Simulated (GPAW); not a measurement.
Pd:

```xyz
1
Lattice="0.0000 1.9465 1.9465 1.9465 0.0000 1.9465 1.9465 1.9465 0.0000" Properties=species:S:1:pos:R:3 pbc="T T T"
Pd    0.0000    0.0000    0.0000
```

| Property | Result |
| --- | --- |
| Program | GPAW 26.7.0 |
| Task | relaxation of cell and atoms |
| Functional | PBEsol |
| Dispersion | D3(BJ) |
| Potentials or basis | PAW data sets generated in the run's folder for this functional |
| Cutoff | 600 eV |
| Basis | pw |
| k mesh | 12 × 12 × 12 |
| Occupations | fermi-dirac, width 0.05 eV |
| Spin | no spin polarisation |

At the start: pressure -9.3 GPa; volume 14.75 Å³/atom.

Question: Where does the relaxation end?

Answer: Over 3 steps the energy falls by 21.0 meV/atom and the volume is 14.08 Å³/atom (-4.6 %); space group Fm-3m (No. 225, to 0.05 Å).

Step by step:
| step | energy change (eV) | largest force (eV/Å) | pressure (GPa) | volume (Å³) |
| --- | --- | --- | --- | --- |
| 1 | 0.0000 | 0.0000 | -9.34 | 14.75 |
| 2 | -0.0200 | 0.0000 | -2.06 | 14.22 |
| 3 | -0.0210 | 0.0000 | 0.19 | 14.08 |

Final structure:
```
Pd
1.0
     0.00000    1.91637    1.91637
     1.91637    0.00000    1.91637
     1.91637    1.91637    0.00000
Pd
1
Direct
  0.00000 0.00000 0.00000
```

Caveat: later steps reuse the first step's grids; pairwise dispersion overbinds metals, which lowers pressure and volume.
